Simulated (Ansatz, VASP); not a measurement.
**Two plane-wave programs on BP2**

File INCAR:

```
SYSTEM = BP2
  PREC = Accurate
  ENCUT = 600
  EDIFF = 1E-6
  ISMEAR = 0
  SIGMA = 0.1
  LREAL = .FALSE.
  LASPH = .TRUE.
  NELM = 100
  ALGO = Normal
  ISIF = 3
  LWAVE = .FALSE.
  LCHARG = .FALSE.
  GGA = PE
  IBRION = 2
  NSW = 90
  EDIFFG = -0.04
```

Contents of KPOINTS:

```
Automatic mesh
0
G
  6 6 6
  0 0 0
```

The input POSCAR:

```
BP2
1.0
   -2.5188595200      2.5188595200      1.7441603200
    2.5188595200     -2.5188595200      1.7441603200
    2.5188595200      2.5188595200     -1.7441603200
B P
2 4
Direct
    0.0000000000      0.0000000000      0.0000000000
    0.7500000000      0.2500000000      0.5000000000
    0.3750000000      0.6250000000      0.7500000000
    0.3750000000      0.1250000000      0.7500000000
    0.3750000000      0.6250000000      0.2500000000
    0.8750000000      0.6250000000      0.2500000000
```

Input for Ansatz:

```yaml
crystal:
  lattice:
    - [-2.51885952, 2.51885952, 1.74416032]
    - [2.51885952, -2.51885952, 1.74416032]
    - [2.51885952, 2.51885952, -1.74416032]
  atoms:
    - { symbol: B, position: [0.0, 0.0, 0.0] }
    - { symbol: B, position: [0.75, 0.25, 0.5] }
    - { symbol: P, position: [0.375, 0.625, 0.75] }
    - { symbol: P, position: [0.375, 0.125, 0.75] }
    - { symbol: P, position: [0.375, 0.625, 0.25] }
    - { symbol: P, position: [0.875, 0.625, 0.25] }
basis:
  ecutwfc: 420
kpoints:
  mp_grid: { grid: [6, 6, 6] }
hamiltonian:
  xc: pbe
scf:
  occupations: { method: gaussian, width: 0.1 }
  lower_state_search: "off"
output:
  forces: true
  stress: true
  eigenvalues: true
relax:
  adjacent_minimum: "off"
  f_tol: 0.04
  max_steps: 70
  cell: { stress_tol: 0.4 }
```

Alike in both runs: task relaxation of cell and atoms; functional PBE; k mesh 6 × 6 × 6; occupations gaussian, width 0.1 eV; no spin polarisation.

|  | VASP | Ansatz |
| --- | --- | --- |
| version | VASP 6.6.1 | Ansatz 0.2.0 |
| potentials or method | VASP PAW PBE potentials, release 64 (B, P) | scalar-relativistic, plane waves, PAW |
| plane-wave cutoff (eV) | 600 | 420 |
| valence electrons in the cell | 26 | 26 |

Ansatz gave:

| Property | Result |
| --- | --- |
| gap on the k mesh at the Fermi level, each at its own relaxed structure (eV) | none |
| relaxed volume (Å³/atom) | 12.14 |
| relaxed cell length with the largest relative difference (Å) | 4.761 |
| energy change over the relaxation (meV/atom) | -2003 |

Task: Estimate VASP's values.

Result: gap on the k mesh at the Fermi level, each at its own relaxed structure (eV): none; relaxed volume (Å³/atom): 12.09; relaxed cell length with the largest relative difference (Å): 4.756; energy change over the relaxation (meV/atom): -1976.

A gap of «none» marks a metal or a gap that the smearing closes.

Caveats: the k mesh is coarse (spacing up to 0.37 Å⁻¹), so the values aren't converged; the volume moved by over 15 % at a fixed basis, so the end points are rough (VASP).
